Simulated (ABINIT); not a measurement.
# InP (F-43m) in ABINIT: a series of runs

One crystal, InP, is run at these levels: PBEsol, LDA, PBE; tasks: relaxation of cell and atoms, single point.

Everything below comes from runs of ABINIT 10.8.3 (patched build). Logs are shortened: lines on timing, memory, paths and dates and some standing lists are left out, and cuts for length are marked. The log counts tension as positive stress, the text compression.

**Experimental background.**

A printed reference work, data compilation reports, for a bulk crystal of InP at 1.6 K: band gap 1.4236 eV (direct).

The results are compared with them further down.

### Step 1. The structure

The structure is cubic, space group F-43m (No. 216). Conventional cell: a = 5.861 Å, b = 5.861 Å, c = 5.861 Å, α = 90.00°, β = 90.00°, γ = 90.00°. In (site symmetry -43m) is surrounded by 4 P at 2.54 Å. P (site symmetry -43m) has 4 In at 2.54 Å as nearest neighbours.

### Step 2. Relaxation of cell and atoms, PBEsol

run.abi

```
# Pseudopotentials
pp_dirpath "./"
pseudos "In.upf, P.upf"

# Structure
acell 4.1443528445 4.1443528445 4.1443528445 Angstrom
rprim
     0.0000000000     0.7071067812     0.7071067812
     0.7071067812     0.0000000000     0.7071067812
     0.7071067812     0.7071067812     0.0000000000
ntypat 2
znucl 49 15
natom 2
typat 1 2
chkprim 0
chksymtnons 0
tolsym 1.0e-6
xred
            0.0            0.0            0.0
            3/4            3/4            3/4

# Plane-wave basis
ecut 31.0
ecutsm 0.5

# k points
kptopt 1
ngkpt 6 6 6
nshiftk 1
shiftk 0.0 0.0 0.0

# Exchange and correlation
ixc -116133

# Bands and occupations
nband 13
occopt 3
tsmear 0.05 eV

# SCF cycle
nstep 80
tolvrs 1.0e-12

# Output
iomode 3
prteig 0
prtebands 0
prtwf 0
prtden 0

# Relaxation
ionmov 22
optcell 2
ntime 50
tolmxf 2.0e-5
dilatmx 1.08
```

Potentials or basis: PseudoDojo NC SR PBEsol v0.4.1 standard.

Run with:

```bash
> abinit run.abi > log 2>&1
```

run.abo:

```text
.Version 10.8.3 of ABINIT
 Symmetries : space group F-4 3 m (#216); Bravais cF (face-center cubic)
================================================================================
 Values of the parameters that define the memory need of the present run
     intxc =       0    ionmov =      22      iscf =       7    lmnmax =       6
     lnmax =       6     mgfft =      45  mpssoang =       3    mqgrid =    3001
     natom =       2  nloc_mem =       1    nspden =       1   nspinor =       1
    nsppol =       1      nsym =      24    n1xccc =    2501    ntypat =       2
    occopt =       3   xclevel =       2
       mpw =        3548          nfft =       91125          nkpt =          16
================================================================================
================================================================================

--------------------------------------------------------------------------------
------------- Echo of variables that govern the present computation ------------
--------------------------------------------------------------------------------
 -outvars: echo values of preprocessed input variables --------
            acell      7.8316918452E+00  7.8316918452E+00  7.8316918452E+00 Bohr
              amu      1.14820000E+02  3.09737620E+01
          chkprim           0
      chksymtnons           0
          dilatmx      1.08000000E+00
             ecut      3.10000000E+01 Hartree
           ecutsm      5.00000000E-01 Hartree
           ionmov          22
              ixc     -116133
         kptrlatt        6    0    0      0    6    0      0    0    6
          kptrlen      4.69901511E+01
            natom           2
            nband          13
            ngfft          45      45      45
             nkpt          16
            nstep          80
             nsym          24
            ntime          50
           ntypat           2
           occopt           3
          optcell           2
           prtden           0
        prtebands           0
           prteig           0
            prtwf           0
            rprim      0.0000000000E+00  7.0710678120E-01  7.0710678120E-01
                       7.0710678120E-01  0.0000000000E+00  7.0710678120E-01
                       7.0710678120E-01  7.0710678120E-01  0.0000000000E+00
          spgroup         216
           tolmxf      2.00000000E-05
           tolsym      1.00000000E-06
           tolvrs      1.00000000E-12
           tsmear      1.83746611E-03 Hartree
            typat      1  2
           xangst      0.0000000000E+00  0.0000000000E+00  0.0000000000E+00
                       4.3957500000E+00  4.3957500000E+00  4.3957500000E+00
            xcart      0.0000000000E+00  0.0000000000E+00  0.0000000000E+00
                       8.3067636180E+00  8.3067636180E+00  8.3067636180E+00
             xred      0.0000000000E+00  0.0000000000E+00  0.0000000000E+00
                       7.5000000000E-01  7.5000000000E-01  7.5000000000E-01
            znucl       49.00000   15.00000

================================================================================

 chkinp: Checking input parameters for consistency.

================================================================================
== DATASET  1 ==================================================================

--- !DatasetInfo
iteration_state: {dtset: 1, }
dimensions: {natom: 2, nkpt: 16, mband: 13, nsppol: 1, nspinor: 1, nspden: 1, mpw: 3548, }
cutoff_energies: {ecut:  31.0, pawecutdg:  -1.0, }
electrons: {nelect:   1.80000000E+01, charge:   0.00000000E+00, occopt:   3.00000000E+00, tsmear:   1.83746611E-03, }
meta: {optdriver: 0, ionmov: 22, optcell: 2, iscf: 7, paral_kgb: 0, }
...

 Real(R)+Recip(G) space primitive vectors, cartesian coordinates (Bohr,Bohr^-1):
 R(1)=  0.0000000  5.5378424  5.5378424  G(1)= -0.0902879  0.0902879  0.0902879
 R(2)=  5.5378424  0.0000000  5.5378424  G(2)=  0.0902879 -0.0902879  0.0902879
 R(3)=  5.5378424  5.5378424  0.0000000  G(3)=  0.0902879  0.0902879 -0.0902879
 Unit cell volume ucvol=  3.3966576E+02 bohr^3
 Angles (23,13,12)=  6.00000000E+01  6.00000000E+01  6.00000000E+01 degrees

 getcut: wavevector=  0.0000  0.0000  0.0000  ngfft=  45  45  45
         ecut(hartree)=     36.158   => boxcut(ratio)=   2.07552

--- Pseudopotential description ------------------------------------------------
- pspini: atom type   1  psp file is ./In.upf
  49.00000  13.00000  180301                  znucl, zion, pspdat
12 -116133 2 -1 1940                          pspcod,pspxc,lmax,lloc,mmax
     nproj     2     2     2

- pspini: atom type   2  psp file is ./P.upf
  15.00000   5.00000  180301                  znucl, zion, pspdat
12 -116133 2 -1 1298                          pspcod,pspxc,lmax,lloc,mmax
     nproj     2     2     2

   5.84856983E+02                                ecore*ucvol(ha*bohr**3)
--------------------------------------------------------------------------------

================================================================================

=== [ionmov=22] Limited-memory Broyden-Fletcher-Goldfarb-Shanno method
================================================================================

--- Iteration: ( 1/50) Internal Cycle: (1/1)
--------------------------------------------------------------------------------

---SELF-CONSISTENT-FIELD CONVERGENCE--------------------------------------------

--- !BeginCycle
iteration_state: {dtset: 1, itime: 1, icycle: 1, }
solver: {iscf: 7, nstep: 80, nline: 4, wfoptalg: 0, }
tolerances: {tolvrs: 1.00E-12, }
...

     iter   Etot(hartree)      deltaE(h)  residm     vres2
 ETOT  1  -72.482737203696    -7.248E+01 5.997E-01 4.129E+02
 ETOT  2  -73.198944653362    -7.162E-01 3.648E-02 2.550E+02
 ETOT  3  -73.230914272317    -3.197E-02 2.762E-03 1.632E+01
 ETOT  4  -73.232920790309    -2.007E-03 2.005E-03 1.737E-01
 ETOT  5  -73.232940871468    -2.008E-05 3.492E-04 2.356E-02
 ETOT  6  -73.232942938969    -2.068E-06 1.632E-04 7.713E-03
 ETOT  7  -73.232944060307    -1.121E-06 2.821E-05 9.946E-05
 ETOT  8  -73.232944075639    -1.533E-08 2.428E-05 9.359E-07
 ETOT  9  -73.232944075793    -1.540E-10 1.018E-05 7.432E-07
 ETOT 10  -73.232944075897    -1.040E-10 1.015E-05 1.979E-08
 ETOT 11  -73.232944075902    -5.173E-12 4.499E-06 1.054E-10
 ETOT 12  -73.232944075903    -6.963E-13 4.421E-06 4.040E-11
 ETOT 13  -73.232944075901     1.549E-12 1.972E-06 2.806E-13
[... 346 lines left out ...]
 Gradient of E wrt nuclear positions in reduced coordinates (gred)
 -2.52435489670724E-29 -2.52435489670724E-29  2.52435489670724E-29
  2.52435489670724E-29  2.52435489670724E-29 -2.52435489670724E-29
 Scale of Primitive Cell (acell) [bohr]
  7.85789380967550E+00  7.85789380967550E+00  7.85789380967550E+00
 Real space primitive translations (rprimd) [bohr]
  0.00000000000000E+00  5.55636999866534E+00  5.55636999866534E+00
  5.55636999866534E+00  0.00000000000000E+00  5.55636999866534E+00
  5.55636999866534E+00  5.55636999866534E+00  0.00000000000000E+00
 Unitary Cell Volume (ucvol) [Bohr^3]=  3.43086373030488E+02
 Angles (23,13,12)= [degrees]
  6.00000000000000E+01  6.00000000000000E+01  6.00000000000000E+01
 Lengths [Bohr]
  7.85789380967550E+00  7.85789380967550E+00  7.85789380967550E+00
 Stress tensor in cartesian coordinates (strten) [Ha/bohr^3]
 -2.45290448725247E-08  0.00000000000000E+00  0.00000000000000E+00
  0.00000000000000E+00 -2.45290448733920E-08  0.00000000000000E+00
  0.00000000000000E+00  0.00000000000000E+00 -2.45290448725247E-08
 Total energy (etotal) [Ha]= -7.32329843839811E+01

 Difference of energy with previous step (new-old):
           Absolute (Ha)=-8.58228E-09
           Relative     =-1.17191E-10

 At Broyd/MD step   4, gradients are converged :
  max grad (force/stress) = 2.4529E-06 < tolmxf= 2.0000E-05 ha/bohr (free atoms)

================================================================================

 ----iterations are completed or convergence reached----

 Mean square residual over all n,k,spin=   90.523E-11; max=  18.828E-08
 reduced coordinates (array xred) for    2 atoms
      -0.000000000000      0.000000000000     -0.000000000000
       0.750000000000      0.750000000000      0.750000000000
 rms dE/dt=  2.6609E-29; max dE/dt=  3.3658E-29; dE/dt below (all hartree)
    1      -0.000000000000     -0.000000000000      0.000000000000
    2       0.000000000000      0.000000000000     -0.000000000000

 cartesian coordinates (angstrom) at end:
    1      0.00000000000000    -0.00000000000000    -0.00000000000000
    2      4.41045656496614     4.41045656496614     4.41045656496614

 cartesian forces (hartree/bohr) at end:
    1     -0.00000000000000    -0.00000000000000     0.00000000000000
    2      0.00000000000000     0.00000000000000    -0.00000000000000
 frms,max,avg= 4.3497568E-30 6.8147592E-30   0.000E+00  0.000E+00  0.000E+00 h/b

 cartesian forces (eV/Angstrom) at end:
    1     -0.00000000000000    -0.00000000000000     0.00000000000000
    2      0.00000000000000     0.00000000000000    -0.00000000000000
 frms,max,avg= 2.2367349E-28 3.5042901E-28   0.000E+00  0.000E+00  0.000E+00 e/A
 length scales=  7.857893809675  7.857893809675  7.857893809675 bohr
              =  4.158218326955  4.158218326955  4.158218326955 angstroms
 Fermi (or HOMO) energy (hartree) =   0.17084   Average Vxc (hartree)=  -0.35179
 Eigenvalues (hartree) for nkpt=  16  k points:
 kpt#   1, nband= 13, wtk=  0.00463, kpt=  0.0000  0.0000  0.0000 (reduced coord)
  -0.36219   -0.36219   -0.36219   -0.35677   -0.35677   -0.26225    0.15959    0.15959
   0.15959    0.18005    0.30699    0.30699    0.30699
      occupation numbers for kpt#   1
   2.00000    2.00000    2.00000    2.00000    2.00000    2.00000    1.99563    1.99563
   1.99563    0.01326    0.00000    0.00000    0.00000
 prteigrs : prtvol=0 or 1, do not print more k-points.

--- !EnergyTerms
iteration_state     : {dtset: 1, itime: 4, icycle: 1, }
comment             : Components of total free energy in Hartree
kinetic             :  4.43064583556667E+01
hartree             :  1.84452143456723E+01
xc                  : -2.18728144377523E+01
Ewald energy        : -4.47106167660008E+01
psp_core            :  1.70469312922010E+00
local_psp           : -5.74187892845686E+01
non_local_psp       : -1.36871282349912E+01
internal            : -7.32329828927538E+01
'-kT*entropy'       : -1.49122734583551E-06
total_energy        : -7.32329843839811E+01
total_energy_eV     : -1.99277102401840E+03
band_energy         : -3.67513801949193E+00
...

 Cartesian components of stress tensor (hartree/bohr^3)
  sigma(1 1)= -2.45290449E-08  sigma(3 2)=  0.00000000E+00
  sigma(2 2)= -2.45290449E-08  sigma(3 1)=  0.00000000E+00
  sigma(3 3)= -2.45290449E-08  sigma(2 1)=  0.00000000E+00

-Cartesian components of stress tensor (GPa)         [Pressure=  7.2167E-04 GPa]
- sigma(1 1)= -7.21669416E-04  sigma(3 2)=  0.00000000E+00
- sigma(2 2)= -7.21669416E-04  sigma(3 1)=  0.00000000E+00
- sigma(3 3)= -7.21669416E-04  sigma(2 1)=  0.00000000E+00

== END DATASET(S) ==============================================================
================================================================================

 -outvars: echo values of variables after computation  --------
            acell      7.8578938097E+00  7.8578938097E+00  7.8578938097E+00 Bohr
           etotal     -7.3232984384E+01
            fcart     -2.2715863930E-30 -2.2715863930E-30  6.8147591791E-30
                       2.2715863930E-30  2.2715863930E-30 -6.8147591791E-30
            rprim      0.0000000000E+00  7.0710678119E-01  7.0710678119E-01
                       7.0710678119E-01  0.0000000000E+00  7.0710678119E-01
                       7.0710678119E-01  7.0710678119E-01  0.0000000000E+00
           strten     -2.4529044873E-08 -2.4529044873E-08 -2.4529044873E-08
                       0.0000000000E+00  0.0000000000E+00  0.0000000000E+00
           xangst      6.1774035774E-44 -3.7302062316E-28 -1.8061242257E-28
                       4.4104565650E+00  4.4104565650E+00  4.4104565650E+00
             xred     -9.4145533048E-29  3.2719095704E-29 -3.2719095704E-29
                       7.5000000000E-01  7.5000000000E-01  7.5000000000E-01
 Calculation completed.
```

Run time: 1.8 min. Hardware: 1 thread of Arm Neoverse V1, shared host; peak memory 0.09 GiB.

What came out:

* Free energy: -1992.7710 eV
* Relaxed volume: 25.42 Å³/atom
* Relaxed cell: a = 4.158 Å, b = 4.158 Å, c = 4.158 Å, α = 60.00°, β = 60.00°, γ = 60.00°
* Space group after relaxing (to 0.05 Å): F-43m (No. 216)
* Energy gained by relaxing: 0.5 meV/atom
* Ionic steps: 4
* Pressure after relaxing: 0.0 GPa
* Band gap on the k mesh: 0.56 eV, direct

Step by step:
```tsv
step	energy change (eV)	largest force (eV/Å)	pressure (GPa)	volume (Å³)
1	0.0000	0.0000	0.71	50.33
2	-0.0004	0.0000	0.55	50.44
3	-0.0011	0.0000	0.01	50.83
4	-0.0011	0.0000	0.00	50.84
```

Final structure:
```
CELL_PARAMETERS angstrom
0.00000 2.94030 2.94030
2.94030 0.00000 2.94030
2.94030 2.94030 0.00000
ATOMIC_POSITIONS crystal
In 0.00000 0.00000 0.00000
P 0.75000 0.75000 0.75000
```

Caveat: spin-orbit coupling is left out, which moves the levels of the heavy elements.

### Step 3. Single point, PBEsol (cell relaxed)

run.abi

```
# Pseudopotentials
pp_dirpath "./"
pseudos "In.upf, P.upf"

# Structure
acell 3*1.0
rprim
     0.0000000000     5.5563700012     5.5563700012
     5.5563700012     0.0000000000     5.5563700012
     5.5563700012     5.5563700012     0.0000000000
ntypat 2
znucl 49 15
natom 2
typat 1 2
xred
     0.0000000000     0.0000000000     0.0000000000
     0.7500000000     0.7500000000     0.7500000000
chkprim 0
chksymtnons 0
tolsym 1.0e-6

# Plane-wave basis
ecut 843.552974 eV

# k points
kptopt 1
ngkpt 6 6 6
nshiftk 1
shiftk 0.0 0.0 0.0

# Exchange and correlation
ixc -116133

# Bands and occupations
nband 13
occopt 3
tsmear 0.00183747

# SCF cycle
nstep 100
tolvrs 1.0e-10

# Output
iomode 3
prtwf 0
prtden 0
prteig 0
prtebands 0
enunit 2
```

Potentials or basis: PseudoDojo NC SR PBEsol v0.4.1 standard.

Run with:

```bash
> abinit run.abi > log 2>&1
```

Wall time 21 s (1 thread of Arm Neoverse V1, shared host); peak memory 0.08 GiB.

It converged, with:

* Free energy: -1992.7732 eV
* Pressure: -0.5 GPa
* Band gap on the k mesh: 0.56 eV, direct
* Valence electrons inside the program's atomic spheres: In 9.93; P 2.77

Levels at points of the mesh, in eV from the valence-band top:
| k point | band 5 | band 6 | band 7 | band 8 | band 9 | band 10 | band 11 | band 12 | band 13 |
| --- | --- | --- | --- | --- | --- | --- | --- | --- | --- |
| (0.00, 0.00, 0.00) | -14.05 | -11.48 | 0.00 | 0.00 | 0.00 | 0.56 | 4.01 | 4.01 | 4.01 |
| (0.50, 0.00, 0.00) | -14.04 | -9.77 | -5.75 | -0.97 | -0.97 | 1.37 | 4.72 | 4.72 | 6.95 |
| (0.50, 0.50, 0.00) | -14.02 | -9.12 | -5.77 | -2.32 | -2.32 | 1.64 | 2.16 | 9.05 | 9.44 |

Caveat: spin-orbit coupling is left out, which moves the levels of the heavy elements.

(Part 1 of 2 ends here.)
